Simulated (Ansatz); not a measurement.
# ZrC3: the cost of one run

Computed with Ansatz 0.2.0 (DFT PBE, scalar-relativistic, plane waves, PAW, unless a step's input says otherwise).

**1. The system as given**

It takes space group P6/mmm (No. 191, hexagonal). Conventional cell: a = 3.547 Å, b = 3.547 Å, c = 3.743 Å, α = 90.00°, β = 90.00°, γ = 120.00°. Zr (site symmetry 6/mmm) has 8 C at 1.87 to 2.05 Å as nearest neighbours. C (site symmetry 6/mmm) has 2 Zr at 1.87 Å as nearest neighbours. C (site symmetry -6m2) has 3 Zr at 2.05 Å and 3 C at 2.05 Å as nearest neighbours.

Coordinates:

```
CELL_PARAMETERS angstrom
3.54653 0.00000 0.00000
-1.77326 3.07138 0.00000
0.00000 0.00000 3.74299
ATOMIC_POSITIONS crystal
Zr 0.00000 0.00000 0.00000
C 0.00000 0.00000 0.50000
C 0.33333 0.66667 0.00000
C 0.66667 0.33333 0.00000
```

This is candidate A: anti-Li3N type (P6/mmm, No. 191).

(A quick probe on a coarse mesh, which set the mesh and smearing, is not shown.)

**3. Coarse relaxation (candidate A)**

Contents of input.yaml:

```yaml
crystal:
  lattice:
    - [3.5465272883, 0.0, 0.0]
    - [-1.7732636441, 3.0713827269, 0.0]
    - [0.0, 0.0, 3.7429915258]
  atoms:
    - { symbol: Zr, position: [0.0, 0.0, 0.0] }
    - { symbol: C, position: [0.0, 0.0, 0.5] }
    - { symbol: C, position: [0.3333333333, 0.6666666667, 0.0] }
    - { symbol: C, position: [0.6666666667, 0.3333333333, 0.0] }
basis:
  ecutwfc: 420
kpoints:
  mp_grid: { grid: [6, 6, 4] }
hamiltonian:
  xc: pbe
scf:
  occupations: { method: gaussian, width: 0.1 }
  lower_state_search: "off"
output:
  forces: true
  stress: true
  eigenvalues: true
relax:
  adjacent_minimum: "off"
  f_tol: 0.04
  max_steps: 70
  cell: { stress_tol: 0.4 }
```

Command:

```
ansatz run input.yaml --threads 1 --pin off --max-ram 2560MiB --backend cpu --events-out ev --progress --plain --runs-dir out
```

What time and memory should one allow on 1 thread of Intel Xeon 6975P-C (Granite Rapids), shared host?

About 6.3 s, with a peak of 0.38 GiB.
